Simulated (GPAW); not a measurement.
# Ge (Fd-3m) in GPAW: further runs, part 2 of 2

GPAW 26.7.0.

## (3) Band structure, optPBE-vdW, spin-orbit coupling, no magnetisation

The input, run.py:

```python
import numpy as np
from ase import Atoms
from ase.dft.bandgap import bandgap
from ase.io import write
from gpaw import GPAW, PW
from gpaw.spinorbit import soc_eigenstates

atoms = Atoms(['Ge', 'Ge'],
              cell=[[0.0, 2.82891, 2.82891],
                    [2.82891, 0.0, 2.82891],
                    [2.82891, 2.82891, 0.0]],
              scaled_positions=[[0.75, 0.75, 0.75],
                                [0.5, 0.5, 0.5]],
              pbc=True)

calc = GPAW(mode=PW(600),
            xc={'name': 'optPBE-vdW', 'backend': 'libvdwxc'},
            kpts={'size': (8, 8, 8), 'gamma': True},
            occupations={'name': 'fermi-dirac', 'width': 0.05},
            nbands=11,
            convergence={'density': 1e-05, 'energy': 1e-05},
            maxiter=150,
            txt='gpaw.txt')
atoms.calc = calc
energy = atoms.get_potential_energy()
forces = atoms.get_forces()
calc.write('gs.gpw')
write('result.traj', atoms)
print(f'Energy: {energy:.6f} eV')
print('Forces (eV/A):')
print(forces.round(4))
print('Fermi level:', round(calc.get_fermi_level(), 4), 'eV')
print(f'Gap: {bandgap(calc)[0]:.4f} eV, direct: {bandgap(calc, direct=True)[0]:.4f} eV')

path = atoms.cell.bandpath('GXWKGLUWLK,UX', npoints=60, eps=1e-4)
bs_calc = calc.fixed_density(kpts=path, symmetry='off', nbands=21,
                             convergence={'bands': 'CBM+6.0', 'eigenstates': 1e-6}, txt='bands.txt')
bs = bs_calc.band_structure()
bs.write('bs.json')
print(f'Gap on the path: {bandgap(bs_calc)[0]:.4f} eV')

soc = soc_eigenstates(bs_calc, theta=0, phi=0)
np.savetxt('soc_bands.dat', soc.eigenvalues(), fmt='%.4f')
mesh = soc_eigenstates('gs.gpw', theta=0, phi=0)
np.savetxt('soc_mesh.dat', mesh.eigenvalues(), fmt='%.4f')
print('Fermi level with spin-orbit coupling:', round(mesh.fermi_level, 4), 'eV')
```

Potentials or basis: GPAW PAW data sets (gpaw-data 1.2.1), pw.

Run with:

```bash
$ OMP_NUM_THREADS=1 python run.py
```

gpaw.txt:

```text
__  _  _
 | _ |_)|_||  |
 |__||  | ||/\| - 26.7.0

Input parameters:
  mode=PW(ecut=600.0),
  convergence={'density': 1e-05, 'energy': 1e-05},
  kpts=MonkhorstPack(size=(8, 8, 8), gamma=True),
  maxiter=150,
  nbands=11,
  occupations=Occupations(name='fermi-dirac', width=0.05),
  xc=XC(name='optPBE-vdW', backend='libvdwxc')

Diagonalizing LCAO Hamiltonian
Converting LCAO to pw mode

           Ge

       Ge

Atoms  # Å, Bohr magnetons
|   | symbol |        x |        y |        z |    initial magnetic moments |
|---|--------|----------|----------|----------|-----------------------------|
| 0 |     Ge | 4.243365 | 4.243365 | 4.243365 | ( 0.0000,  0.0000,  0.0000) |
| 1 |     Ge | 2.828910 | 2.828910 | 2.828910 | ( 0.0000,  0.0000,  0.0000) |

Unit cell  # Å
| periodic |        x |        y |        z |  lengths |    angles |
|----------|----------|----------|----------|----------|-----------|
|      yes | 0.000000 | 2.828910 | 2.828910 | 4.000683 | 60.000000 |
|      yes | 2.828910 | 0.000000 | 2.828910 | 4.000683 | 60.000000 |
|      yes | 2.828910 | 2.828910 | 0.000000 | 4.000683 | 60.000000 |

Number of symmetries: 24
Symmetry operations  # r_c * U_cc + t_c -> r_c
|    | kind |            matrix            |
|----|------|------------------------------|
|  0 |  E   |  1, 0, 0,  0, 1, 0,  0, 0, 1 |
|  1 |  σ   |  1, 0, 0,  0, 0, 1,  0, 1, 0 |
|  2 |  σ   |  1, 0,-1,  0, 1,-1,  0, 0,-1 |
|  3 |  C3  |  1, 0,-1,  0, 0,-1,  0, 1,-1 |
|  4 |  C3  |  1,-1, 0,  0,-1, 1,  0,-1, 0 |
|  5 |  σ   |  1,-1, 0,  0,-1, 0,  0,-1, 1 |
[... 108 lines left out ...]

occupation numbers:
  Fermi-Dirac:
    width: 0.0500  # eV

poisson solver:
  ecut: 4800.0  # eV

xc functional:
  name: vdW-optPBE with libvdwxc
  Mode: serial
  Semilocal: GGA_X_OPTPBE_VDW+LDA_C_PW with 2 nearest neighbor stencil
  Corresponding non-local functional: vdW-DF
  Local blocksize: 48 x 48 x 48
  PAW datasets: PBE

convergence criteria:
- Maximum integral of absolute [dens]ity change: 1e-05 electrons / valence electron
- Maximum [total energy] change in last 3 cyles: 1e-05 eV / valence electron
- Maximum integral of absolute [eigenst]ate change: 4e-08 eV^2 / valence electron
maximum number of iterations: 150

SCF iterations
|iter     | |      energy | eigst |  dens |
|---------|-|-------------|-------|-------|
|iter:   1| |  -40.225569 | -0.42 |       |
|iter:   2| |  -40.224455 | -2.47 | -0.91 |
|iter:   3| |  -40.202699 | -2.66 | -0.93 |
|iter:   4| |  -40.203321 | -3.61 | -1.54 |
|iter:   5| |  -40.203458 | -5.19 | -2.49 |
|iter:   6| |  -40.203467 | -6.78 | -3.24 |
|iter:   7| |  -40.203468c| -7.93c| -3.80 |
|iter:   8| |  -40.203468c| -8.48c| -5.09c|

Converged in 8 steps
Energy contributions relative to reference atoms: (reference = -114195.275705)

Energy contributions:
  Kinetic:          28.571339
  Coulomb:         -25.493926
  Zero:             -0.029136
  External:          0.000000
  Xc:              -43.251412
  Entropy:          -0.000664
  Spinorbit:         0.000000
  ----------------------------
  Free energy:     -40.203800
  Extrapolated:    -40.203468

dipole moment: (3.672475, 3.672475, 3.672475)  # |e|*Ang

Fermi level: 6.029
Eigenvalues  # (at kpt = [0.000, 0.000, 0.000])
| band index |      eig [eV] | occ [0-2] |
|------------|---------------|-----------|
|          0 |        -6.774 |     2.000 |
|          1 |         5.975 |     1.498 |
|          2 |         5.975 |     1.498 |
|          3 |         5.975 |     1.498 |
|          4 |         6.020 |     1.095 |
|          5 |         8.525 |     0.000 |
|          6 |         8.525 |     0.000 |
|          7 |         8.525 |     0.000 |
|          8 |        12.560 |     0.000 |
|          9 |        15.379 |     0.000 |
|         10 |        15.387 |     0.000 |

No gap
No difference between direct/indirect transitions

Forces  # eV/Ang
|       x |        y |        z |
|---------|----------|----------|
| 0.00000 |  0.00000 |  0.00000 |  # Ge   0
| 0.00000 | -0.00000 | -0.00000 |  # Ge   1

# Writing to gs.gpw (mode='')
```

stdout:

```text
Energy: -40.203468 eV
Forces (eV/A):
[[ 0.  0.  0.]
 [ 0. -0. -0.]]
Fermi level: 6.0292 eV
Gap: 0.0000 eV, direct: 0.0000 eV
Gap on the path: 0.0000 eV
Fermi level with spin-orbit coupling: 6.0649 eV
```

Wall time 20 s (1 thread of Arm Neoverse V2, shared host); peak memory 0.25 GiB.

What came out:

```
Free energy             : -40.2038 eV
Band gap along the path : none (metal or under the smearing width)
```

Levels at the corners of the path, in eV from the Fermi level:
| point | band 5 | band 6 | band 7 | band 8 | band 9 | band 10 | band 11 | band 12 |
| --- | --- | --- | --- | --- | --- | --- | --- | --- |
| Γ | -0.05 | -0.05 | 0.01 | 0.01 | 0.01 | 0.01 | 2.31 | 2.31 |
| X | -3.15 | -3.15 | -3.15 | -3.15 | 0.70 | 0.70 | 0.70 | 0.70 |
| W | -4.02 | -4.02 | -3.94 | -3.94 | 4.17 | 4.17 | 4.31 | 4.31 |
| K | -4.40 | -4.40 | -2.72 | -2.72 | 1.10 | 1.10 | 4.03 | 4.03 |
| Γ | -0.05 | -0.05 | 0.01 | 0.01 | 0.01 | 0.01 | 2.31 | 2.31 |
| L | -1.59 | -1.59 | -1.40 | -1.40 | 0.11 | 0.11 | 3.61 | 3.61 |
| U | -4.40 | -4.40 | -2.72 | -2.72 | 1.10 | 1.10 | 4.03 | 4.03 |
| W | -4.02 | -4.02 | -3.94 | -3.94 | 4.17 | 4.17 | 4.31 | 4.31 |
| L | -1.59 | -1.59 | -1.40 | -1.40 | 0.11 | 0.11 | 3.61 | 3.61 |
| K | -4.40 | -4.40 | -2.72 | -2.72 | 1.10 | 1.10 | 4.03 | 4.03 |
| U | -4.40 | -4.40 | -2.72 | -2.72 | 1.10 | 1.10 | 4.03 | 4.03 |
| X | -3.15 | -3.15 | -3.15 | -3.15 | 0.70 | 0.70 | 0.70 | 0.70 |

Caveat: spin-orbit coupling was added after a scalar SCF, so levels and gaps hold it while energy, forces, pressure and moments don't; this program's spin-orbit splittings come out too wide for heavy elements; the PAW data sets were made with another functional, which shifts forces and pressure a little; this crystal is a semiconductor, whose small gap the functional closes, so the metal is an error of the method.

## (4) Equation of state, vdW-DF

The input, run.py:

```python
from ase.eos import EquationOfState
from ase.io import Trajectory, read
from ase.units import GPa
from gpaw import GPAW, PW

atoms = read('Ge.xyz')

traj = Trajectory('eos.traj', 'w')
volumes, energies = [], []
for x in [0.94, 0.96, 0.98, 1.0, 1.02, 1.04, 1.06]:
    a = atoms.copy()
    a.set_cell(atoms.cell * x**(1 / 3), scale_atoms=True)
    calc = GPAW(mode=PW(600),
                xc={'name': 'vdW-DF', 'backend': 'libvdwxc'},
                kpts={'size': (8, 8, 8), 'gamma': True},
                occupations={'name': 'fermi-dirac', 'width': 0.05},
                nbands=11,
                convergence={'density': 1e-05, 'energy': 1e-05},
                maxiter=150,
                txt=f'eos-{x:.2f}.txt')
    a.calc = calc
    energies.append(a.get_potential_energy(force_consistent=True))
    volumes.append(a.get_volume())
    calc.write(f'eos-{x:.2f}.gpw')
    traj.write(a)
    print(f'{x:.2f} {volumes[-1]:10.4f} A^3 {energies[-1]:14.6f} eV', flush=True)

v0, e0, B = EquationOfState(volumes, energies, eos='birchmurnaghan').fit()
print(f'V0 = {v0:.4f} A^3, E0 = {e0:.6f} eV, B0 = {B / GPa:.2f} GPa')
```

The input, Ge.xyz:

```xyz
2
Lattice="0.0000000000 2.8289100000 2.8289100000 2.8289100000 0.0000000000 2.8289100000 2.8289100000 2.8289100000 0.0000000000" Properties=species:S:1:pos:R:3 pbc="T T T"
Ge     4.2433650000      4.2433650000      4.2433650000
Ge     2.8289100000      2.8289100000      2.8289100000
```

Run with:

```bash
$ OMP_NUM_THREADS=1 python run.py
```

Run time: 51 s. Hardware: 1 thread of Arm Neoverse V2, shared host; peak memory 0.32 GiB.

It converged, with:

* Equilibrium volume: 25.42 Å³/atom (rough: see the caveat)
* Bulk modulus: 45 GPa (rough)

Energy against volume, from the lowest point:
```csv
volume (Å³/atom),energy (meV/atom)
21.281,128.14
21.733,93.89
22.186,65.62
22.639,42.68
23.092,24.39
23.545,10.37
23.997,0.00
```

Caveat: the minimum lies outside the volumes run; the PAW data sets were made with another functional, which shifts forces and pressure a little.

## (5) Equation of state, RPBE+D4

The input, run.py:

```python
from ase import Atoms
from ase.calculators.mixing import SumCalculator
from ase.eos import EquationOfState
from ase.io import Trajectory
from ase.units import GPa
from dftd4.ase import DFTD4
from gpaw import GPAW, PW

atoms = Atoms(['Ge', 'Ge'],
              cell=[[0.0, 2.82891, 2.82891],
                    [2.82891, 0.0, 2.82891],
                    [2.82891, 2.82891, 0.0]],
              scaled_positions=[[0.75, 0.75, 0.75],
                                [0.5, 0.5, 0.5]],
              pbc=True)

traj = Trajectory('eos.traj', 'w')
volumes, energies = [], []
for x in [0.94, 0.96, 0.98, 1.0, 1.02, 1.04, 1.06]:
    a = atoms.copy()
    a.set_cell(atoms.cell * x**(1 / 3), scale_atoms=True)
    calc = GPAW(mode=PW(600),
                xc='RPBE',
                kpts={'size': (8, 8, 8), 'gamma': True},
                occupations={'name': 'fermi-dirac', 'width': 0.05},
                nbands=11,
                convergence={'density': 1e-05, 'energy': 1e-05},
                maxiter=150,
                txt=f'eos-{x:.2f}.txt')
    a.calc = SumCalculator([calc, DFTD4(method='rpbe')])
    energies.append(a.get_potential_energy())
    volumes.append(a.get_volume())
    p = -a.get_stress()[:3].mean() / GPa
    calc.write(f'eos-{x:.2f}.gpw')
    traj.write(a)
    print(f'{x:.2f} {volumes[-1]:10.4f} A^3 {energies[-1]:14.6f} eV {p:9.3f} GPa', flush=True)

v0, e0, B = EquationOfState(volumes, energies, eos='birchmurnaghan').fit()
print(f'V0 = {v0:.4f} A^3, E0 = {e0:.6f} eV, B0 = {B / GPa:.2f} GPa')
```

Potentials or basis: the program's PAW data sets (release 1.2.1) made for this functional, pw.

Run with:

```bash
$ OMP_NUM_THREADS=1 python run.py
```

It took 54 s on 1 thread of Arm Neoverse V2, shared host; peak memory 0.24 GiB.

Results (log left out):

- Equilibrium volume: 22.92 Å³/atom
- Bulk modulus: 66 GPa
- Pressure derivative of the bulk modulus: 5.8

Energy against volume, from the lowest point:
| volume (Å³/atom) | energy (meV/atom) |
| --- | --- |
| 21.281 | 28.38 |
| 21.733 | 14.09 |
| 22.186 | 4.97 |
| 22.639 | 0.50 |
| 23.092 | 0.00 |
| 23.545 | 2.94 |
| 23.997 | 9.02 |

## (6) Against experiment

Step 3. Against the measured gap of Ge, 0.807 eV (direct; 300 K; “Electronic and optical properties of SixGe1-x-ySny alloys lattice-matched to Ge”, 2021, arxiv:2109.02782), the calculated 0.00 eV is off by -0.81 eV. 3 values of this kind are on record (0.666 to 0.807 eV); this one was drawn at random among those near their median. The value is that of optPBE-vdW, without temperature or zero-point motion.

Step 5. Against the measured bulk modulus of Ge, 75.8 GPa (quoted in “Sub-monolayer structures of Ag overlayers on Ge(111): experimental observations and first-principles study”, 2019, arxiv:1908.00180), the calculated 66 GPa is off by -13.3 %. The fit is for a static lattice scaled at fixed shape and fixed fractional positions. The cell as given is a measured one (22.64 Å³/atom); RPBE+D4 puts the equilibrium volume +1.3 % from it, thermal expansion not counted.
